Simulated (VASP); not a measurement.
Here is a VASP 6.6.1 calculation.

File INCAR:

```
SYSTEM = SrO
PREC = Accurate ; ENCUT = 600
EDIFF = 1E-7 ; ISMEAR = 0
SIGMA = 0.03 ; LREAL = .False.
LASPH = .True. ; NELM = 80
ALGO = Normal ; ISIF = 2
LWAVE = .False. ; LCHARG = .False.
GGA = PE ; IBRION = 2
NSW = 40 ; EDIFFG = -0.01
```

File KPOINTS:

```
Automatic mesh
0
Gamma
  10 10 10
  0 0 0
```

File POSCAR:

```
SrO                                     
1.0
    0.0000000000      2.5667851520      2.5667851520
    2.5667851520      0.0000000000      2.5667851520
    2.5667851520      2.5667851520      0.0000000000
  Sr              O             
     1     1
Direct
     0.5000000000000000    0.5000000000000000    0.5000000000000000
     0.0000000000000000    0.0000000000000000    0.0000000000000000
```

Potentials or basis: VASP PAW PBE potentials, release 64 (Sr_sv, O).

The run is started by

```console
$ cat potpaw_PBE.64/Sr_sv/POTCAR potpaw_PBE.64/O/POTCAR > POTCAR
$ mpirun -np 1 vasp_std > vasp.out
```

Estimate the band gap on the k mesh.

3.26 eV, indirect (least direct gap 3.35 eV).

Final structure:
```xyz
2
Lattice="0.0000 2.5668 2.5668 2.5668 0.0000 2.5668 2.5668 2.5668 0.0000" Properties=species:S:1:pos:R:3 pbc="T T T"
Sr    2.5668    2.5668    2.5668
O     0.0000    0.0000    0.0000
```

Caveat: the relaxation stopped at its first step, so nothing moved. A k mesh can miss the band edges.
